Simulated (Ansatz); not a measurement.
## A series in volume scale on CdSe

Periodic Kohn-Sham DFT of a crystal at fixed atoms, scaled to volume_scale times the given cell; pressure positive in compression, energy less spherical unpolarised free atoms, largest_vzz the field gradient of largest size among the nuclei. The results are calculated, by Ansatz 0.2.0.

The cell before it is scaled or strained (space group F-43m, No. 216):
```
cell vectors (Å)
   0.0000     3.0703     3.0703
   3.0703     0.0000     3.0703
   3.0703     3.0703     0.0000
atoms (fractions of the cell vectors)
Cd  0.00000  0.00000  0.00000
Se  0.25000  0.25000  0.25000
```

Settings of every row: method all-electron LAPW; functional LDA; relativity scalar; k mesh 8x8x8; filling fermi-dirac; smearing width 0.03 eV; basis error target 1 meV/atom; nucleus gaussian.

Atom start moment: 0 on all atoms.

Limits: small gap, it may come from the mesh.

```
row  volume scale  V (Å³/atom)  pressure (GPa)  energy less free atoms (eV/atom)
  1          0.94       27.206          -0.198                           -3.3871
  2        0.9405       27.221          -0.228                           -3.3871
  3          0.96       27.785               ?                                 ?
  4          0.98       28.364          -2.353                           -3.3775
  5          0.99       28.653          -2.814                           -3.3729
  6             1       28.942          -3.248                           -3.3674
  7          1.01       29.232          -3.657                           -3.3611
  8          1.02       29.522           -4.04                           -3.3542
  9          1.04       30.101           -4.74                           -3.3383
 10          1.06        30.68          -5.356                             -3.32
```

Question: what pressure and energy less free atoms should row 3 give?

Worked fit of pressure. Take u = (V_r/V)^(2/3) − 1 with V_r = 28.942 Å³ an atom, which is twice the finite (Eulerian) strain; such expansions in the strain, on which the Birch-Murnaghan equation of state is built, carry the rest volume and the bulk modulus. The shown rows have u = 0.0421, 0.04172, 0.01354, 0.00671, 0, -0.00662, -0.01314, -0.02584, -0.03813. Least squares give pressure = −3.2476 + 63.134 × u + 213.07 × u² + 196 × u³ GPa; a parabola predicts inner rows, each left out in turn, worse (root mean square 0.0029 against 0.0008 GPa). The rows lie off it by -0.001, 0.001, 0.000, 0.000, 0.000, -0.001, 0.001, 0.000, 0.000. The withheld row has u = 0.02757, so the fit gives −3.2476 + 63.134 × (0.02757) + 213.07 × (0.02757)² + 196 × (0.02757)³ = -1.341 GPa.

The calculation gave -1.341 GPa. The fit meets it to the printed digit.

Worked fit of energy less free atoms. Take u = (V_r/V)^(2/3) − 1 with V_r = 28.942 Å³ an atom, which is twice the finite (Eulerian) strain; such expansions in the strain, on which the Birch-Murnaghan equation of state is built, carry the rest volume and the bulk modulus. The shown rows have u = 0.0421, 0.04172, 0.01354, 0.00671, 0, -0.00662, -0.01314, -0.02584, -0.03813. Least squares give energy less free atoms = −3.36739 − 0.8754 × u + 9.661 × u² eV/atom; a straight line predicts inner rows, each left out in turn, worse (root mean square 0.0067 against 5.2e-05 eV/atom). The rows lie off it by 0.0000, 0.0000, 0.0000, -0.0001, 0.0000, 0.0001, 0.0000, 0.0000, 0.0000. The withheld row has u = 0.02757, so the fit gives −3.36739 − 0.8754 × (0.02757) + 9.661 × (0.02757)² = -3.3842 eV/atom.

The calculation gave -3.3842 eV/atom. The fit meets it to the printed digit.
